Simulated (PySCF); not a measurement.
Molecule: SMILES CC(C)(C)O, C$_{4}$H$_{10}$O.

Geometry:
```
atom   x (Å)   y (Å)   z (Å)
  C1   0.166  -1.362  -0.451
  C2  -0.090  -0.018   0.228
  C3  -0.890   0.906  -0.688
  C4   1.222   0.636   0.636
  O5  -0.799  -0.222   1.440
  H6   0.754  -1.247  -1.374
  H7   0.710  -2.032   0.231
  H8  -0.786  -1.849  -0.721
  H9  -1.098   1.857  -0.177
 H10  -0.349   1.120  -1.622
 H11  -1.854   0.445  -0.960
 H12   1.847   0.855  -0.243
 H13   1.783  -0.028   1.311
 H14   1.023   1.576   1.172
 H15  -1.639  -0.638   1.219
```

Geometry PBE0-D3(BJ)/def2-SVP throughout; GIAO in PySCF, gas phase, one conformer, non-relativistic; equivalent atoms averaged; basis pcSseg-1.

For orientation, CAM-B3LYP gives these shifts δ (against TMS, H2O at the same level): C2 67.6, C1/C3/C4 33.2, O5 100.0, H6/H7/H8/H9/H10/H11/H12/H13/H14 1.18, H15 -0.23 ppm.

A run gave: C2 72.5, C1/C3/C4 34.3, O5 118.6, H6/H7/H8/H9/H10/H11/H12/H13/H14 1.22, H15 -0.27 ppm (shifts δ (against TMS, H2O at the same level)).

Q: Which functional was used in that run?
A. B3LYP
B. LC-wPBE
C. LDA
D. KT2

A: C. O5 tells them apart best: LDA gives 118.6, B3LYP gives 102.5, KT2 gives 106.2, LC-wPBE gives 88.9 ppm.
